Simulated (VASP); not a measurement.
# PbSe (Fm-3m) in VASP: further runs

PbSe is run at these levels: LDA; tasks: single point.

All numbers are computed with VASP 6.6.1; they aren't measurements. Logs are shortened: lines on timing, memory, paths and dates and some standing lists are left out, and cuts for length are marked.

**The experiment to reproduce.**

From a printed reference work, monograph, for a bulk crystal of PbSe: band gap 0.28 eV (direct) at 300 K; band gap 0.15 eV (direct) at 4.2 K.

The runs below are set against these values where they give the same quantity.

### Step 1. The cell of the first run

It takes space group Fm-3m (No. 225, cubic). The conventional cell has a = 6.124 Å, b = 6.124 Å, c = 6.124 Å, α = 90.00°, β = 90.00°, γ = 90.00°. Pb (site symmetry m-3m) has 6 Se at 3.06 Å within 4.0 Å. Se (site symmetry m-3m) has 6 Pb at 3.06 Å within 4.0 Å.

### Step 2. Single point, LDA

The input, INCAR:

```
PREC = Accurate
ENCUT = 520
EDIFF = 1E-7
ISMEAR = 0
SIGMA = 0.03
LREAL = F
LASPH = T
NELM = 80
ALGO = Normal
ISIF = 2
LWAVE = F
LCHARG = F
NBANDS = 17
```

The input, KPOINTS:

```
Automatic mesh
0
Gamma
  10 10 10
```

The input, POSCAR:

```
PbSe
1.0
    0.0000000000      3.0621500000      3.0621500000
    3.0621500000      0.0000000000      3.0621500000
    3.0621500000      3.0621500000      0.0000000000
Pb Se
1 1
Direct
    0.0000000000      0.0000000000      0.0000000000
    0.5000000000      0.5000000000      0.5000000000
```

Potentials or basis: VASP PAW LDA potentials, release 64 (Pb_d, Se).

Started as:

```bash
$ cat potpaw_LDA.64/Pb_d/POTCAR potpaw_LDA.64/Se/POTCAR > POTCAR
$ mpirun -np 1 vasp_std > vasp.out
```

OUTCAR:

```text
PREC = Accurate
   ENCUT = 520
   EDIFF = 1E-7
   ISMEAR = 0
   LREAL = F
   LASPH = T
   NELM = 80
   ISIF = 2

 ion  position               nearest neighbor table
   1  0.000  0.000  0.000-   2 3.06   2 3.06   2 3.06   2 3.06   2 3.06   2 3.06
   2  0.500  0.500  0.500-   1 3.06   1 3.06   1 3.06   1 3.06   1 3.06   1 3.06

  LATTYP: Found a face centered cubic cell.
 ALAT       =     6.1243000000

  Lattice vectors:

 A1 = (   0.0000000000,   3.0621500000,   3.0621500000)
 A2 = (   3.0621500000,   0.0000000000,   3.0621500000)
 A3 = (   3.0621500000,   3.0621500000,   0.0000000000)

Analysis of symmetry for initial positions (statically):
=====================================================================
 Subroutine PRICEL returns:
 Original cell was already a primitive cell.

 Routine SETGRP: Setting up the symmetry group for a
 face centered cubic supercell.

 Subroutine GETGRP returns: Found 48 space group operations
 (whereof 48 operations were pure point group operations)
 out of a pool of 48 trial point group operations.

The static configuration has the point symmetry O_h .

Analysis of symmetry for dynamics (positions and initial velocities):
=====================================================================
 Subroutine PRICEL returns:
 Original cell was already a primitive cell.

 Routine SETGRP: Setting up the symmetry group for a
 face centered cubic supercell.

 Subroutine GETGRP returns: Found 48 space group operations
 (whereof 48 operations were pure point group operations)
 out of a pool of 48 trial point group operations.

The dynamic configuration has the point symmetry O_h .

 Subroutine INISYM returns: Found 48 space group operations
 (whereof 48 operations are pure point group operations),
 and found     1 'primitive' translations

----------------------------------------------------------------------------------------

                                     Primitive cell

  volume of cell :      57.4261

  direct lattice vectors                    reciprocal lattice vectors
     0.000000000  3.062150000  3.062150000    -0.163283967  0.163283967  0.163283967
     3.062150000  0.000000000  3.062150000     0.163283967 -0.163283967  0.163283967
     3.062150000  3.062150000  0.000000000     0.163283967  0.163283967 -0.163283967

  length of vectors
     4.330534060  4.330534060  4.330534060     0.282816127  0.282816127  0.282816127

  position of ions in fractional coordinates (direct lattice)
     0.000000000  0.000000000  0.000000000
     0.500000000  0.500000000  0.500000000

  ion indices of the primitive-cell ions
   primitive index   ion index
                 1           1
                 2           2

----------------------------------------------------------------------------------------

 KPOINTS: Automatic mesh

Automatic generation of k-mesh.
 Grid dimensions read from file:
 generate k-points for:   10   10   10

 Generating k-lattice:

  Cartesian coordinates                     Fractional coordinates (reciprocal lattice)
    -0.016328397  0.016328397  0.016328397     0.100000000  0.000000000  0.000000000
     0.016328397 -0.016328397  0.016328397     0.000000000  0.100000000  0.000000000
     0.016328397  0.016328397 -0.016328397     0.000000000  0.000000000  0.100000000

  Length of vectors
     0.028281613  0.028281613  0.028281613

  Shift w.r.t. Gamma in fractional coordinates (k-lattice)
     0.000000000  0.000000000  0.000000000

 Subroutine IBZKPT returns following result:
 ===========================================

 Found     47 irreducible k-points:

 Following reciprocal coordinates:
            Coordinates               Weight
  0.000000  0.000000  0.000000      1.000000
  0.100000  0.000000  0.000000      8.000000
  0.200000  0.000000  0.000000      8.000000
  0.300000  0.000000  0.000000      8.000000
  0.400000  0.000000  0.000000      8.000000
  0.500000  0.000000  0.000000      4.000000
[... 16 lines left out ...]
  0.300000  0.300000  0.000000      6.000000
  0.400000  0.300000  0.000000     24.000000
 [... further k-points ...]
   k-points           NKPTS =     47   k-points in BZ     NKDIM =     47   number of bands    NBANDS=     17
   number of dos      NEDOS =    301   number of ions     NIONS =      2
   total plane-waves  NPLWV =  32768
   dimension x,y,z NGX =    32 NGY =   32 NGZ =   32
   dimension x,y,z NGXF=    64 NGYF=   64 NGZF=   64
   ions per type =               1   1
   NGX,Y,Z   is equivalent  to a cutoff of  12.28, 12.28, 12.28 a.u.
   NGXF,Y,Z  is equivalent  to a cutoff of  24.57, 24.57, 24.57 a.u.
 SYSTEM =  unknown system
   PREC   = accura    normal or accurate (medium, high low for compatibility)
   ISTART =      0    job   : 0-new  1-cont  2-samecut
   ICHARG =      2    charge: 1-file 2-atom 10-const
   ISPIN  =      1    spin polarized calculation?
   LNONCOLLINEAR =      F non collinear calculations
   LSORBIT =      F    spin-orbit coupling
   LASPH  =      T    aspherical Exc in radial PAW
   ENCUT  =  520.0 eV  38.22 Ry    6.18 a.u.   8.05  8.05  8.05*2*pi/ulx,y,z
   NELM   =     80;   NELMIN=  2; NELMDL= -5     # of ELM steps
   EDIFF  = 0.1E-06   stopping-criterion for ELM
   LREAL  =      F    real-space projection
   EDIFFG = 0.1E-05   stopping-criterion for IOM
   NSW    =      0    number of steps for IOM
   IBRION =     -1    ionic relax: 0-MD 1-quasi-New 2-CG
   NFREE  =      0    steps in history (QN), initial steepest desc. (CG)
   ISIF   =      2    stress and relaxation
   ISYM   =      2    0-nonsym 1-usesym 2-fastsym
   POTIM  = 0.5000    time-step for ionic-motion
   TEBEG  =    0.0;   TEEND  =   0.0 temperature during run
   PSTRESS=    0.0 pullay stress
   NELECT =      20.0000    total number of electrons
   NUPDOWN=      -1.0000    fix difference up-down
   EMIN   =  10.00;   EMAX   =-10.00  energy-range for DOS
   EFERMI =   0.00;   METHOD = LEGACY
   ISMEAR =     0;   SIGMA  =   0.03  broadening in eV -4-tet -1-fermi 0-gaus
   EFERMI_NEDOS =   21; number of points for ismear=-14 and -15
   IALGO  =     38    algorithm
   IMIX   =      4    mixing-type and parameters
     AMIX     =   0.40;   BMIX     =  1.00
     AMIX_MAG =   1.60;   BMIX_MAG =  1.00
  volume/ion in A,a.u.               =      28.71       193.77
  Fermi-wavevector in a.u.,A,eV,Ry     =   1.151812  2.176610 18.050462  1.326672
  Thomas-Fermi vector in A             =   2.288467
   LORBIT       =      0    0 simple, 1 ext, 2 COOP (PROOUT), +10 PAW based schemes
   GGA     = CA    functional components
   LHFCALC =     F    Hartree Fock is set to
   AEXX    =    0.0000 exact exchange contribution
   IVDW    =     0    specifies the selected vdW correction
   LEPSILON=     F    determine dielectric tensor
   LRPA    =     F    only Hartree local field effects (RPA)
 non-spin polarized calculation
 Gauss-broadening in eV      SIGMA  =   0.03
  energy-cutoff  :      520.00
  volume of cell :       57.43
 maximum number of plane-waves:      1572
   NGX = 17   NGY = 17   NGZ = 17

 number of electron      19.9999997 magnetization

 Free energy of the ion-electron system (eV)
  ---------------------------------------------------
  ext. energy  EPLUGINS =         0.00000000
  ---------------------------------------------------
  free energy    TOTEN  =        -9.44327505 eV

  energy without entropy =       -9.44327499  energy(sigma->0) =       -9.44327502

 E-fermi :   4.9730     XC(G=0):  -9.8386

 val. band max:        4.8901225629   @ k =   0.5000   0.0000   0.0000
 cond. band min:       5.0559598872   @ k =   0.5000   0.0000   0.0000
 fundamental gap:      0.1658373243
 Fermi energy:         4.9730410548

 k-point     1 :       0.0000    0.0000    0.0000
  band No.  band energies     occupation
      1     -11.8857      2.00000
      2     -11.8857      2.00000
      3     -11.8838      2.00000
      4     -11.8838      2.00000
      5     -11.8838      2.00000
      6      -8.7107      2.00000
[... 9 lines left out ...]
     16      11.3683      0.00000
     17      12.9172      0.00000

 k-point     2 :       0.1000    0.0000    0.0000
  band No.  band energies     occupation
      1     -11.8878      2.00000
      2     -11.8878      2.00000
      3     -11.8835      2.00000
      4     -11.8810      2.00000
      5     -11.8810      2.00000
      6      -8.6343      2.00000
[... 9 lines left out ...]
     16      11.5949      0.00000
     17      13.7374      0.00000

 k-point     3 :       0.2000    0.0000    0.0000
  band No.  band energies     occupation
      1     -11.8939      2.00000
      2     -11.8939      2.00000
      3     -11.8826      2.00000
      4     -11.8726      2.00000
      5     -11.8726      2.00000
      6      -8.4164      2.00000
[... 9 lines left out ...]
     16      12.1722      0.00000
     17      15.1847      0.00000

 k-point     4 :       0.3000    0.0000    0.0000
  band No.  band energies     occupation
      1     -11.9015      2.00000
      2     -11.9015      2.00000
      3     -11.8818      2.00000
      4     -11.8622      2.00000
      5     -11.8622      2.00000
      6      -8.0994      2.00000
[... 9 lines left out ...]
     16      13.0496      0.00000
     17      16.5372      0.00000
[... 343 lines left out ...]
      1     -11.9081      2.00000
      2     -11.9008      2.00000
      3     -11.8788      2.00000
      4     -11.8672      2.00000
      5     -11.8608      2.00000
      6      -7.9846      2.00000
[... 9 lines left out ...]
     16      14.3631      0.00000
     17      15.0303      0.00000

 k-point    23 :       0.3000    0.3000    0.0000
  band No.  band energies     occupation
      1     -11.9565      2.00000
      2     -11.8961      2.00000
      3     -11.8730      2.00000
      4     -11.8546      2.00000
      5     -11.8546      2.00000
      6      -7.8702      2.00000
[... 9 lines left out ...]
     16      14.9258      0.00000
     17      15.3947      0.00000

 k-point    24 :       0.4000    0.3000    0.0000
  band No.  band energies     occupation
      1     -11.9738      2.00000
      2     -11.8961      2.00000
      3     -11.8742      2.00000
      4     -11.8497      2.00000
      5     -11.8474      2.00000
      6      -7.6217      2.00000
[... 9 lines left out ...]
     16      15.6134      0.00000
     17      16.3236      0.00000

 [... further k-points ...]
[... 5 lines left out ...]
  --------------------------------------------------------------------------------------
  -------------------------------------------------------------------------------------
  Total       -0.7395727     -0.7395727     -0.7395727     -0.0000000      0.0000000     -0.0000000
  in kB      -20.6339371    -20.6339371    -20.6339371     -0.0000000      0.0000000     -0.0000000
  external PRESSURE =     -20.6339371 kB  Pullay stress =       0.0000000 kB

 VOLUME and BASIS-vectors are now :
 -----------------------------------------------------------------------------
  energy-cutoff  :      520.00
  volume of cell :       57.43
      direct lattice vectors                 reciprocal lattice vectors
     0.000000000  3.062150000  3.062150000    -0.163283967  0.163283967  0.163283967
     3.062150000  0.000000000  3.062150000     0.163283967 -0.163283967  0.163283967
     3.062150000  3.062150000  0.000000000     0.163283967  0.163283967 -0.163283967

 POSITION                                       TOTAL-FORCE (eV/Angst)
 -----------------------------------------------------------------------------------
      0.00000      0.00000      0.00000         0.000000      0.000000      0.000000
      3.06215      3.06215      3.06215        -0.000000     -0.000000     -0.000000
 -----------------------------------------------------------------------------------
    total drift:                                0.000000     -0.000000     -0.000000

  FREE ENERGIE OF THE ION-ELECTRON SYSTEM (eV)
  ---------------------------------------------------
  free  energy   TOTEN  =        -9.4432750528 eV

  energy  without entropy=       -9.4432749877  energy(sigma->0) =       -9.44327502
```

It took 67 s on 1 thread of AMD EPYC 7R13, shared host; peak memory 0.15 GiB.

What came out:

```
Free energy            : -9.4433 eV
Pressure               : -2.1 GPa
Band gap on the k mesh : 0.17 eV, direct
```

Caveat: spin-orbit coupling is left out, which moves the levels of the heavy elements.

### Step 3. Single point, LDA

The input, INCAR:

```
SYSTEM = PbSe
ALGO     = Normal         ! electronic algorithm
EDIFF    = 1E-7           ! SCF threshold, eV
ENCUT    = 520            ! plane-wave cutoff, eV
ISIF     = 2              ! what is computed and relaxed
ISMEAR   = 0              ! smearing method
LASPH    = .True.         ! aspherical terms in the spheres
LCHARG   = .True.         ! write CHGCAR
LELF     = .True.         ! ELF
LREAL    = .False.        ! projectors in reciprocal space
LVHAR    = .True.       
LWAVE    = .False.        ! write WAVECAR
NBANDS   = 17             ! bands
NELM     = 60             ! most SCF steps
PREC     = Accurate       ! precision mode
SIGMA    = 0.03           ! smearing width, eV
```

The input, KPOINTS:

```
k-points
0
Gamma
  10 10 10
  0 0 0
```

POSCAR is that of step 2.

Potentials or basis: VASP PAW LDA potentials, release 64 (Pb_d, Se).

Started as:

```bash
$ cat potpaw_LDA.64/Pb_d/POTCAR potpaw_LDA.64/Se/POTCAR > POTCAR
$ mpirun -np 1 vasp_std > vasp.out
```

Wall time 76 s (1 thread of AMD EPYC 7R13, shared host); peak memory 0.15 GiB.

It converged, with:

```yaml
Free_energy: -9.4433 eV
Pressure: -2.1 GPa
Band_gap_on_the_k_mesh: 0.17 eV, direct
```

Levels at points of the mesh, in eV from the valence-band top:
```
           k point  band 7  band 8  band 9  band 10  band 11  band 12  band 13  band 14
(0.00, 0.00, 0.00)   -6.38   -1.86   -1.86    -1.86     4.60     4.60     4.60     6.48
(0.50, 0.00, 0.00)   -8.85   -1.44   -1.44     0.00     0.17     1.61     1.61     8.41
(0.50, 0.50, 0.00)   -7.45   -5.00   -3.23    -3.23     3.62     5.50     5.50     5.94
```

Caveat: spin-orbit coupling is left out, which moves the levels of the heavy elements.

### Step 4. Comparison with measurements

Step 2. Measured gap of PbSe: 0.28 eV (direct; 300 K; a printed reference work, monograph). This calculation gives 0.17 eV (-0.11 eV). 2 values of this kind are on record (0.15 to 0.28 eV); this one was drawn at random. Spin-orbit coupling on Pb, Se is left out. The value is that of LDA on a finite k mesh, which can miss the band edges, without temperature or zero-point motion. Semilocal functionals fall short of measured gaps as a rule.

Step 3. Measured gap of PbSe: 0.15 eV (direct; 4.2 K; a printed reference work, monograph). This calculation gives 0.17 eV (+0.02 eV). 2 values of this kind are on record (0.15 to 0.28 eV); this one was drawn at random. Spin-orbit coupling on Pb, Se is left out. The value is that of LDA on a finite k mesh, which can miss the band edges, without temperature or zero-point motion.
